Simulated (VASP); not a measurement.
# CoO: single point with r2SCAN+U

CoO:

```xyz
2
Lattice="0.0000 2.1315 2.1315 2.1315 0.0000 2.1315 2.1315 2.1315 0.0000" Properties=species:S:1:pos:R:3 pbc="T T T"
Co    0.0000    0.0000    0.0000
O     2.1315    2.1315    2.1315
```

| Property | Result |
| --- | --- |
| Program | VASP 6.6.1 |
| Task | single point |
| Functional | r2SCAN |
| Potentials or basis | VASP PAW PBE potentials, release 64 (Co, O) |
| Cutoff | 520 eV |
| k mesh | 8 × 8 × 8 |
| Occupations | gaussian, width 0.05 eV |
| Spin | collinear spin, zero start |
| Starting moments | [0.0, 0.0] μB |
| Hubbard terms | Co d U = 3 eV |

```
Pressure                                              : -25.6 GPa
Band gap on the k mesh                                : none (metal or under the smearing width)
Net moment                                            : 0.00 μB per cell
Valence electrons inside the program's atomic spheres : Co 7.91; O 4.97
```

Levels at points of the mesh, in eV from the Fermi level:
Spin up:
| k point | band 6 | band 7 | band 8 | band 9 | band 10 | band 11 |
| --- | --- | --- | --- | --- | --- | --- |
| (0.00, 0.00, 0.00) | -3.69 | -3.69 | -0.92 | -0.92 | 1.24 | 17.27 |
| (0.50, 0.00, 0.00) | -2.76 | -2.37 | 1.56 | 1.56 | 5.37 | 9.78 |
| (0.50, 0.50, 0.00) | -2.66 | -2.66 | -0.49 | -0.06 | 6.52 | 10.21 |
Spin down:
```tsv
k point	band 6	band 7	band 8	band 9	band 10	band 11
(0.00, 0.00, 0.00)	-3.69	-3.69	-0.92	-0.92	1.24	17.27
(0.50, 0.00, 0.00)	-2.76	-2.37	1.56	1.56	5.37	9.78
(0.50, 0.50, 0.00)	-2.66	-2.66	-0.49	-0.06	6.52	10.21
```

Eigenvalues of the final occupation matrices:
```
    site  spin  trace               eigenvalues
site 1 d     1   3.67  0.39 0.39 0.96 0.96 0.96
site 1 d     2   3.67  0.39 0.39 0.96 0.96 0.96
```

Wall time 110 s on 1 thread of Intel(R) Xeon(R) Platinum 8375C CPU @ 2.90GHz (Ice Lake), on a shared host, peak memory 0.16 GiB.

Caveat: the PAW data sets were made with another functional, which shifts forces and pressure a little.
